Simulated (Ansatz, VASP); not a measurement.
This is a calculation of TiB2 for Ansatz 0.2.0.

File input.yaml:

```yaml
crystal:
  lattice:
    - [3.0492615118, 0.0, 0.0]
    - [-1.5246307559, 2.640737932, 0.0]
    - [0.0, 0.0, 3.2497807555]
  atoms:
    - { symbol: Ti, position: [0.0, 0.0, 0.0] }
    - { symbol: B, position: [0.6666666667, 0.3333333333, 0.5] }
    - { symbol: B, position: [0.3333333333, 0.6666666667, 0.5] }
kpoints:
  mp_grid: { grid: [10, 10, 8] }
scf:
  occupations: { method: fermi_dirac, width: 0.05 }
hamiltonian:
  xc: pbesol
  pseudopotentials: { kind: all_electron, lapw: { basis_error: 0.002 } }
output:
  forces: true
  stress: true
  eigenvalues: true
```

Potentials or basis: all-electron LAPW, scalar-relativistic.

The run is started by

```bash
$ ansatz run input.yaml --threads 2 --pin off --max-ram 6144MiB --backend cpu --events-out ev --progress --plain --runs-dir out
```

Translate it to VASP 6.6.1. Potentials there: VASP PAW PBE potentials, release 64 (Ti_sv, B).

As run (the cutoff follows the program's own potentials):

Contents of INCAR:

```
SYSTEM = TiB2
ALGO = Normal
EDIFF = 1E-6
ENCUT = 520
GGA = PS
ISIF = 2
ISMEAR = -1
LASPH = .TRUE.
LCHARG = .FALSE.
LREAL = .FALSE.
LWAVE = .FALSE.
NBANDS = 16
NELM = 80
PREC = Accurate
SIGMA = 0.05
```

The input KPOINTS:

```
k-points
0
G
  10 10 8
  0 0 0
```

The input POSCAR:

```
TiB2
1.0
    3.0492615118      0.0000000000      0.0000000000
   -1.5246307559      2.6407379320      0.0000000000
    0.0000000000      0.0000000000      3.2497807555
Ti B
1 2
Direct
    0.0000000000      0.0000000000      0.0000000000
    0.6666666667      0.3333333333      0.5000000000
    0.3333333333      0.6666666667      0.5000000000
```

Potentials or basis: VASP PAW PBE potentials, release 64 (Ti_sv, B).

Run with:

```bash
$ cat potpaw_PBE.64/Ti_sv/POTCAR potpaw_PBE.64/B/POTCAR > POTCAR
$ mpirun -np 1 vasp_std > vasp.out
```

Both were run:

|  | VASP | Ansatz | Ansatz less VASP |
| --- | --- | --- | --- |
| gap on the k mesh at the Fermi level (eV) | none | none | - |
| pressure (GPa) | -9.4 | -9.8 | -0.43 |
| largest component of the traceless stress (GPa) | 0.80 | 0.70 | -0.104 |

A gap of «none» marks a metal or a gap that the smearing closes. Ansatz ran all-electron here, so the differences hold the error of VASP's frozen core and of both bases.

Caveats: the PAW data sets were made with another functional, which shifts forces and pressure a little (VASP).
